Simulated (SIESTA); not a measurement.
SIESTA run on MgF2 (P4_2/mnm, 6 atoms in the cell): self-consistent single point

Method of the run: GGA PBE, numerical atomic orbitals DZP, PseudoDojo PBE standard norm-conserving potentials (rewritten from UPF to PSML) (SIESTA).

Input as run:

```
# files in the folder: Mg.psml F.psml (PseudoDojo PBE standard)
SystemName  MgF2
SystemLabel MgF2

NumberOfAtoms                6
NumberOfSpecies              2
%block ChemicalSpeciesLabel
  1 12 Mg
  2 9 F
%endblock ChemicalSpeciesLabel
LatticeConstant              1.0 Bohr
%block LatticeVectors
     8.775536634    0.000000000    0.000000000
     0.000000000    8.775536634    0.000000000
     0.000000000    0.000000000    5.795177753
%endblock LatticeVectors
AtomicCoordinatesFormat      Bohr
%block AtomicCoordinatesAndAtomicSpecies
     4.387768317    4.387768317    2.897588876  1
     0.000000000    0.000000000    0.000000000  1
     6.117251077    6.117251077    0.000000000  2
     2.658285557    2.658285557    0.000000000  2
     7.046053874    1.729482760    2.897588876  2
     1.729482760    7.046053874    2.897588876  2
%endblock AtomicCoordinatesAndAtomicSpecies

XC.functional                GGA
XC.authors                   PBE
PAO.BasisSize                DZP
PAO.EnergyShift              0.005 Ry
MeshCutoff                   400 Ry
%block kgrid.MonkhorstPack
    6   0   0  0.0
    0   6   0  0.0
    0   0   9  0.0
%endblock kgrid.MonkhorstPack
OccupationFunction           FD
ElectronicTemperature        10 K

MaxSCFIterations             150
SCF.Mixer.Method             Pulay
SCF.Mixer.Weight             0.2
SCF.Mixer.History            6
SCF.DM.Tolerance             1.0E-04
Diag.ParallelOverK           true
WriteForces                  true
```

The program printed (abridged):

```
reinit: Reading from file input.fdf

reinit: System Name: MgF2
reinit: System Label: MgF2

coor:   Atomic-coordinates input format  =     Cartesian coordinates
coor:                                            (in Bohr units)

siesta: Atomic coordinates (Bohr) and species
siesta:      4.38777   4.38777   2.89759  1        1
siesta:      0.00000   0.00000   0.00000  1        2
siesta:      6.11725   6.11725   0.00000  2        3
siesta:      2.65829   2.65829   0.00000  2        4
siesta:      7.04605   1.72948   2.89759  2        5
siesta:      1.72948   7.04605   2.89759  2        6

siesta: System type = bulk

initatomlists: Number of atoms, orbitals, and projectors:      6    70    68

siesta: ******************** Simulation parameters ****************************
redata: Spin configuration                          = none
redata: Time-Reversal Symmetry                      = T
redata: Number of Atomic Species                    =        2
redata: Mesh Cutoff                                 =   400.0000 Ry
redata: Net charge of the system                    =     0.0000 |e|
redata: Min. number of SCF Iter                     =        0
redata: Max. number of SCF Iter                     =      150
redata: SCF convergence failure will abort job
redata: SCF mix quantity                            = Hamiltonian
redata: Mix DM or H after convergence               =   F
redata: Recompute H after scf cycle                 =   F
redata: Mix DM in first SCF step                    =   T
redata: No kicks to SCF
redata: DM Mixing Weight for Kicks                  =     0.5000
redata: Require Harris convergence for SCF          =   F
redata: Harris energy tolerance for SCF             =     0.000100 eV
redata: Require DM convergence for SCF              =   T
redata: DM tolerance for SCF                        =     0.000100
redata: Require EDM convergence for SCF             =   F
redata: EDM tolerance for SCF                       =     0.001000 eV
redata: Require H convergence for SCF               =   T
redata: Hamiltonian tolerance for SCF               =     0.001000 eV
redata: Require (free) Energy convergence for SCF   =   F
redata: (free) Energy tolerance for SCF             =     0.000100 eV
redata: Using DFT-D3 dispersion                     =   F
redata: Using Saved Data (generic)                  =   F
redata: Method of Calculation                       = Diagonalization
redata: Electronic Temperature                      =    10.0000 K
redata: Number of TDED substeps                     =        3
redata: Dynamics option                             = Single-point calculation
redata: Save all siesta data in one NC              =   F
redata: ***********************************************************************

%block SCF.Mixers
  Pulay
%endblock SCF.Mixers

%block SCF.Mixer.Pulay
  # Mixing method
  method pulay
  variant stable

  # Mixing options
  weight 0.2000
  weight.linear 0.2000
  history 6
%endblock SCF.Mixer.Pulay

DM_history_depth set to one: no extrapolation allowed by default for geometry relaxation
Size of DM history Fstack: 1
Total number of electrons:    48.000000
Total ionic charge:    48.000000

* ProcessorY, Blocksize:    1  64

* Orbital distribution balance (max,min):    70    70

k-point displ. along   1 input, could be:     0.00    0.50
k-point displ. along   2 input, could be:     0.00    0.50
 Kpoints in:          180 . Kpoints trimmed:          168

siesta: k-grid: Number of k-points = 168
siesta: k-points from Monkhorst-Pack grid
siesta: k-cutoff (effective) =    13.800 Ang
siesta: k-point supercell and displacements
siesta: k-grid:     6     0     0      0.000
siesta: k-grid:     0     6     0      0.000
siesta: k-grid:     0     0     9      0.000

diag: Algorithm                                     = D&C
diag: Parallel over k                               =   F
diag: Use parallel 2D distribution                  =   F
diag: Parallel block-size                           = 64
diag: Parallel distribution                         =     1 x     1
diag: Used triangular part                          = Lower
diag: Absolute tolerance                            =  0.100E-15
diag: Orthogonalization factor                      =  0.100E-05
diag: Memory factor                                 =  1.0000

superc: Internal auxiliary supercell:     5 x     5 x     7  =     175
superc: Number of atoms, orbitals, and projectors:   1050  12250  11900

                        Single-point calculation

superc: Internal auxiliary supercell:     5 x     5 x     7  =     175
superc: Number of atoms, orbitals, and projectors:   1050  12250  11900

outcell: Unit cell vectors (Ang):
        4.643814    0.000000    0.000000
        0.000000    4.643814    0.000000
        0.000000    0.000000    3.066676

outcell: Cell vector modules (Ang)   :    4.643814    4.643814    3.066676
outcell: Cell angles (23,13,12) (deg):     90.0000     90.0000     90.0000
outcell: Cell volume (Ang**3)        :     66.1329
new_DM -- step:     1
Initializing Density Matrix...

Attempting to read DM from file... Failed...
DM filled with atomic data:

InitMesh: MESH = 60 x 60 x 40 = 144000
InitMesh: Mesh cutoff (required, used) =   400.000   461.376 Ry

stepf: Fermi-Dirac step function

        iscf     Eharris(eV)        E_KS(eV)     FreeEng(eV)     dDmax    Ef(eV) dHmax(eV)
   scf:    1    -5919.379088    -5923.421972    -5923.421972  1.683454 -6.182842  5.234873
   scf:    2    -5925.993640    -5924.826967    -5924.826967  0.142907 -6.513151  3.269996
   scf:    3    -5925.625112    -5925.415853    -5925.415853  0.179706 -7.113939  1.275187
   scf:    4    -5925.421534    -5925.423970    -5925.423970  0.030028 -7.744420  0.264993
   scf:    5    -5925.380091    -5925.413150    -5925.413150  0.044111 -7.729826  0.453221
   scf:    6    -5925.436817    -5925.428673    -5925.428673  0.023770 -7.731097  0.047073
   scf:    7    -5925.428575    -5925.428764    -5925.428764  0.004659 -7.729549  0.032474
   scf:    8    -5925.428868    -5925.428843    -5925.428843  0.002086 -7.730460  0.002366
   scf:    9    -5925.428843    -5925.428843    -5925.428843  0.000122 -7.730581  0.000175
   scf:   10    -5925.428843    -5925.428843    -5925.428843  0.000010 -7.730571  0.000002

SCF Convergence by DM+H criterion
max |DM_out - DM_in|         :     0.0000099285
max |H_out - H_in|      (eV) :     0.0000017564
SCF cycle converged after 10 iterations

Using DM_out to compute the final energy and forces

siesta: E_KS(eV) =            -5925.4288

siesta: E_KS - E_eggbox =     -5925.4288

siesta: Atomic forces (eV/Ang):
     1    0.000000   -0.000000   -0.000000
     2   -0.000000   -0.000000   -0.000000
     3   -0.027658   -0.027658    0.000000
     4    0.027658    0.027658    0.000000
     5    0.027658   -0.027658   -0.000000
     6   -0.027658    0.027658   -0.000000
   Tot   -0.000000    0.000000   -0.000000
   Max    0.027658
   Res    0.018439    sqrt( Sum f_i^2 / 3N )
   Max    0.027658    constrained

Stress tensor Voigt[x,y,z,yz,xz,xy] (kbar):      -28.08      -28.08      -46.24        0.00        0.00        0.00
(Free)E + p*V (eV/cell)    -5924.0199
Target enthalpy (eV/cell)    -5925.4288

siesta: Program's energy decomposition (eV):
siesta: Ebs     =     -1385.595358
siesta: Eions   =      8324.116601
siesta: Ena     =      1077.585764
siesta: Ekin    =      3626.372178
siesta: Enl     =     -1268.315601
siesta: Eso     =         0.000000
siesta: Edftu   =         0.000000
siesta: DEna    =         2.762246
siesta: DUscf   =         1.749100
siesta: DUext   =         0.000000
siesta: Ex      =      -984.297350
siesta: Ec      =       -57.168580
siesta: Exc     =     -1041.465929
siesta: Eharris =     -5925.428843
siesta: Etot    =     -5925.428843
siesta: FreeEng =     -5925.428843

siesta: Stress tensor (static) (eV/Ang**3):
siesta:    -0.017527    0.000000    0.000000
siesta:     0.000000   -0.017527    0.000000
siesta:     0.000000    0.000000   -0.028861

siesta: Cell volume =         66.132894 Ang**3

siesta: Pressure (static):
siesta:                Solid            Molecule  Units
siesta:           0.00023204          0.00022906  Ry/Bohr**3
siesta:           0.02130521          0.02103113  eV/Ang**3
siesta:          34.13470830         33.69558978  kBar
```

The run converged in 10 iterations.

The starting cell comes from a database of computed structures (which also holds hypothetical and non-ambient phases and stackings), without a prior relaxation at this level. Its lattice was rescaled by a random factor within 2.5 % of one. Values carry the incompleteness of an atom-centred basis. With a pressure of about 3 GPa the cell is away from its equilibrium volume at this level.

Cost on one core of a shared machine: roughly 30 s.
